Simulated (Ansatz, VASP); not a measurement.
Sb: VASP beside Ansatz

```
Sb
1.0
     4.34501    0.00000   -0.31511
     0.00000    4.36015    0.00000
    -1.71017    0.00000    6.10705
Sb
4
Direct
  0.63039 0.75000 0.25779
  0.13021 0.25000 0.25750
  0.86979 0.75000 0.74250
  0.36961 0.25000 0.74221
```

Alike in both runs: functional PBE; dispersion D3(BJ); k mesh 10 × 10 × 8; occupations gaussian, width 0.1 eV; no spin polarisation.

Ansatz relaxed the structure, and its values are those at the end. VASP's run is a single point on that final structure, the one shown.

```csv
,VASP,Ansatz
version,VASP 6.6.1,Ansatz 0.2.0
potentials or method,"VASP PAW PBE potentials, release 64 (Sb)","scalar-relativistic, plane waves, PAW"
plane-wave cutoff (eV),520,420
valence electrons in the cell,20,60
```

```csv
,VASP,Ansatz,Ansatz less VASP
gap on the k mesh at the Fermi level (eV),none,none,-
pressure (GPa),0.0,0.0,-0.02
rms of the force components (eV/Å),0.017,0.001,-0.0159
```

A gap of «none» marks a metal or a gap that the smearing closes. The two sets of potentials don't hold the same shells in valence.

Caveats: pairwise dispersion overbinds metals, which lowers pressure and volume. Spin-orbit coupling is left out, which matters for the levels of Sb.
